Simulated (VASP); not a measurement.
# Ag (Fm-3m) in VASP: a series of runs, part 2 of 2

VASP 6.6.1. The steps go on from the part before.

**3. Optical spectrum, r2SCAN**

The input, INCAR:

```
PREC = Accurate ; ENCUT = 520
EDIFF = 1E-7 ; ISMEAR = 0
SIGMA = 0.1 ; LREAL = F
LASPH = T ; NELM = 60
ALGO = Normal ; ISIF = 2
LWAVE = F ; LCHARG = F
METAGGA = R2SCAN ; LMIXTAU = T
LOPTICS = T ; NBANDS = 30
NEDOS = 2000 ; CSHIFT = 0.1
```

The input, KPOINTS:

```
Automatic mesh
0
Gamma
  26 26 26
```

The input, POSCAR:

```
Ag                                      
1.0
    0.0000000000      2.0528211044      2.0528211044
    2.0528211044     -0.0000000000      2.0528211044
    2.0528211044      2.0528211044      0.0000000000
  Ag            
     1
Direct
     0.0000000000000000    0.0000000000000000    0.0000000000000000
```

Potentials or basis: VASP PAW PBE potentials, release 64 (Ag).

Run with:

```sh
$ cat potpaw_PBE.64/Ag/POTCAR > POTCAR
$ mpirun -np 1 vasp_std > vasp.out
```

OUTCAR:

```text
PREC = Accurate
   ENCUT = 520
   EDIFF = 1E-7
   ISMEAR = 0
   LREAL = F
   LASPH = T
   NELM = 60
   ISIF = 2
   METAGGA = R2SCAN

 ion  position               nearest neighbor table
   1  0.000  0.000  0.000-

  LATTYP: Found a face centered cubic cell.
 ALAT       =     4.1056422088

  Lattice vectors:

 A1 = (   0.0000000000,   2.0528211044,   2.0528211044)
 A2 = (   2.0528211044,   0.0000000000,   2.0528211044)
 A3 = (   2.0528211044,   2.0528211044,   0.0000000000)

Analysis of symmetry for initial positions (statically):
=====================================================================
 Subroutine PRICEL returns:
 Original cell was already a primitive cell.

 Routine SETGRP: Setting up the symmetry group for a
 face centered cubic supercell.

 Subroutine GETGRP returns: Found 48 space group operations
 (whereof 48 operations were pure point group operations)
 out of a pool of 48 trial point group operations.

The static configuration has the point symmetry O_h .

Analysis of symmetry for dynamics (positions and initial velocities):
=====================================================================
 Subroutine PRICEL returns:
 Original cell was already a primitive cell.

 Routine SETGRP: Setting up the symmetry group for a
 face centered cubic supercell.

 Subroutine GETGRP returns: Found 48 space group operations
 (whereof 48 operations were pure point group operations)
 out of a pool of 48 trial point group operations.

The dynamic configuration has the point symmetry O_h .

 Subroutine INISYM returns: Found 48 space group operations
 (whereof 48 operations are pure point group operations),
 and found     1 'primitive' translations

----------------------------------------------------------------------------------------

                                     Primitive cell

  volume of cell :      17.3015

  direct lattice vectors                    reciprocal lattice vectors
     0.000000000  2.052821104  2.052821104    -0.243567254  0.243567254  0.243567254
     2.052821104  0.000000000  2.052821104     0.243567254 -0.243567254  0.243567254
     2.052821104  2.052821104  0.000000000     0.243567254  0.243567254 -0.243567254

  length of vectors
     2.903127447  2.903127447  2.903127447     0.421870860  0.421870860  0.421870860

  position of ions in fractional coordinates (direct lattice)
     0.000000000  0.000000000  0.000000000

  ion indices of the primitive-cell ions
   primitive index   ion index
[... 122 lines left out ...]

 E-fermi :   8.3058     XC(G=0): -12.8680

 val. band max:        8.3022956652   @ k =  -0.4615   0.0769   0.0385
 cond. band min:       8.3132808658   @ k =   0.4615   0.2692   0.0000
 fundamental gap:      0.0109852005
 Fermi energy:         8.3058010754

 k-point     1 :       0.0000    0.0000    0.0000
  band No.  band energies     occupation
      1       0.3817      2.00000
      2       3.1436      2.00000
      3       3.1436      2.00000
      4       3.1436      2.00000
      5       4.1612      2.00000
      6       4.1612      2.00000
[... 457 lines left out ...]
      4       4.5175      2.00000
      5       4.7862      2.00000
      6       5.8343      2.00000
[... 9 lines left out ...]
     16      41.3788      0.00000
     17      43.8536      0.00000

 [... further k-points ...]

 [bands above 17 left out]

------------------------ aborting loop because EDIFF is reached ----------------------------------------

  FORCE on cell =-STRESS in cart. coord.  units (eV):
  Direction    XX          YY          ZZ          XY          YZ          ZX
  --------------------------------------------------------------------------------------
  -------------------------------------------------------------------------------------
  Total       -0.0028146     -0.0028146     -0.0028146      0.0000000      0.0000000     -0.0000000
  in kB       -0.2606406     -0.2606406     -0.2606406      0.0000000      0.0000000     -0.0000000
  external PRESSURE =      -0.2606406 kB  Pullay stress =       0.0000000 kB

 VOLUME and BASIS-vectors are now :
 -----------------------------------------------------------------------------
  energy-cutoff  :      520.00
  volume of cell :       17.30
      direct lattice vectors                 reciprocal lattice vectors
     0.000000000  2.052821104  2.052821104    -0.243567254  0.243567254  0.243567254
     2.052821104  0.000000000  2.052821104     0.243567254 -0.243567254  0.243567254
     2.052821104  2.052821104  0.000000000     0.243567254  0.243567254 -0.243567254

 POSITION                                       TOTAL-FORCE (eV/Angst)
 -----------------------------------------------------------------------------------
      0.00000      0.00000      0.00000         0.000000      0.000000      0.000000
 -----------------------------------------------------------------------------------
    total drift:                               -0.000000      0.000000      0.000000

  FREE ENERGIE OF THE ION-ELECTRON SYSTEM (eV)
  ---------------------------------------------------
  free  energy   TOTEN  =       -21.3591849185 eV

  energy  without entropy=      -21.3582371947  energy(sigma->0) =      -21.35871106

 electrical conductivity sigma (Mega S m-1) (frequency dependency in vasprun.xml)
  --------------------------------------------------------------------------------------
       0.126       0.000      -0.000
       0.000       0.126      -0.000
      -0.000      -0.000       0.126

  frequency dependent IMAGINARY DIELECTRIC FUNCTION (independent particle, no local field effects) density-density
     E(ev)      X         Y         Z        XY        YZ        ZX
  --------------------------------------------------------------------------------------------------------------
     0.00000     0.00000     0.00000     0.00000     0.00000     0.00000     0.00000
     0.93418     0.02073     0.02073     0.02073    -0.00000    -0.00000    -0.00000
     1.86836     0.05780     0.05780     0.05780    -0.00000    -0.00000    -0.00000
     2.80254     0.21166     0.21166     0.21166    -0.00000    -0.00000     0.00000
     3.73672     4.40812     4.40812     4.40812    -0.00000    -0.00000     0.00000
     4.67090     4.68932     4.68932     4.68932     0.00000    -0.00000     0.00000
[... 92 lines left out ...]
    91.54954     0.00043     0.00043     0.00043    -0.00000    -0.00000     0.00000
    92.48372     0.00041     0.00041     0.00041    -0.00000    -0.00000     0.00000

  frequency dependent      REAL DIELECTRIC FUNCTION (independent particle, no local field effects) density-density
     E(ev)        X           Y           Z          XY          YZ          ZX
  --------------------------------------------------------------------------------------------------------------
     0.00000     4.43355     4.43355     4.43355    -0.00000    -0.00000    -0.00000
     0.93418     4.52571     4.52571     4.52571    -0.00000    -0.00000    -0.00000
     1.86836     4.86664     4.86664     4.86664    -0.00000    -0.00000    -0.00000
     2.80254     5.88459     5.88459     5.88459    -0.00000    -0.00000    -0.00000
     3.73672     6.72511     6.72511     6.72511     0.00000     0.00000    -0.00000
     4.67090     3.27768     3.27768     3.27768     0.00000     0.00000     0.00000
[... 92 lines left out ...]
    91.54954     0.85455     0.85455     0.85455     0.00000     0.00000    -0.00000
    92.48372     0.85850     0.85850     0.85850     0.00000     0.00000    -0.00000

  frequency dependent IMAGINARY DIELECTRIC FUNCTION (independent particle, no local field effects) current-current
     E(ev)      X         Y         Z        XY        YZ        ZX
  --------------------------------------------------------------------------------------------------------------
     0.00000    14.71066    14.71066    14.71066    -0.00000    -0.00000     0.00000
     0.93418     0.77598     0.77598     0.77598    -0.00000    -0.00000     0.00000
     1.86836     0.47214     0.47214     0.47214    -0.00000    -0.00000     0.00000
     2.80254     0.56202     0.56202     0.56202    -0.00000     0.00000     0.00000
     3.73672     4.72758     4.72758     4.72758    -0.00000     0.00000     0.00000
     4.67090     4.78499     4.78499     4.78499     0.00000     0.00000     0.00000
[... 92 lines left out ...]
    91.54954     0.00011     0.00011     0.00011    -0.00000     0.00000     0.00000
    92.48372     0.00011     0.00011     0.00011    -0.00000     0.00000     0.00000

  frequency dependent      REAL DIELECTRIC FUNCTION (independent particle, no local field effects) current-current
     E(ev)        X           Y           Z          XY          YZ          ZX
  --------------------------------------------------------------------------------------------------------------
     0.00000     4.43133     4.43133     4.43133    -0.00000    -0.00000     0.00000
     0.93418     4.52305     4.52305     4.52305    -0.00000    -0.00000     0.00000
     1.86836     4.86303     4.86303     4.86303    -0.00000    -0.00000     0.00000
     2.80254     5.87617     5.87617     5.87617    -0.00000     0.00000     0.00000
     3.73672     6.47492     6.47492     6.47492    -0.00000    -0.00000     0.00000
     4.67090     3.06665     3.06665     3.06665     0.00000    -0.00000     0.00000
[... 92 lines left out ...]
    91.54954     0.85456     0.85456     0.85456     0.00000     0.00000    -0.00000
    92.48372     0.85850     0.85850     0.85850     0.00000     0.00000    -0.00000
```

Run time: 7 min. Hardware: 1 thread of Intel Xeon 6975P-C (Granite Rapids), shared host; peak memory 0.43 GiB.

What came out:

- Free energy: -21.3592 eV
- Pressure: 0.0 GPa
- Band gap on the k mesh: none (metal or under the smearing width)

Dielectric function (mean over the directions given):
```
energy (eV)  real part  imaginary part
       0.28       4.44            0.01
       0.75       4.49            0.02
       1.21       4.59            0.03
       1.77       4.82            0.05
       2.24       5.13            0.09
       2.80       5.88            0.21
       3.27       7.50            1.17
       3.74       6.73            4.41
       4.30       4.04            4.42
       4.76       2.87            4.58
       5.32       2.20            3.31
       5.79       1.34            3.04
       6.26       1.57            2.65
       6.82       1.46            2.00
       7.29       1.67            1.86
       7.85       1.94            1.62
       8.31       1.90            1.60
       8.78       2.01            1.82
       9.34       1.89            1.58
       9.81       1.85            1.64
      10.37       1.91            1.60
      10.84       1.78            1.72
      11.40       1.81            1.50
      11.86       1.81            1.49
      12.33       1.85            1.54
      12.89       1.90            1.71
      13.36       1.88            1.88
      13.92       1.62            1.87
      14.39       1.48            1.93
      14.85       1.23            1.78
      15.41       1.10            1.75
      15.88       1.15            1.55
      16.44       1.02            1.39
      16.91       1.08            1.41
      17.38       1.15            1.26
      17.94       1.04            1.22
      18.40       1.11            1.15
      18.96       1.11            1.09
      19.43       1.24            1.12
      19.99       1.43            1.07
```

Caveat: independent-particle spectra lack excitons; the intraband (Drude) part of a metal's response may be missing; the PAW data sets were made with another functional, which shifts forces and pressure a little.
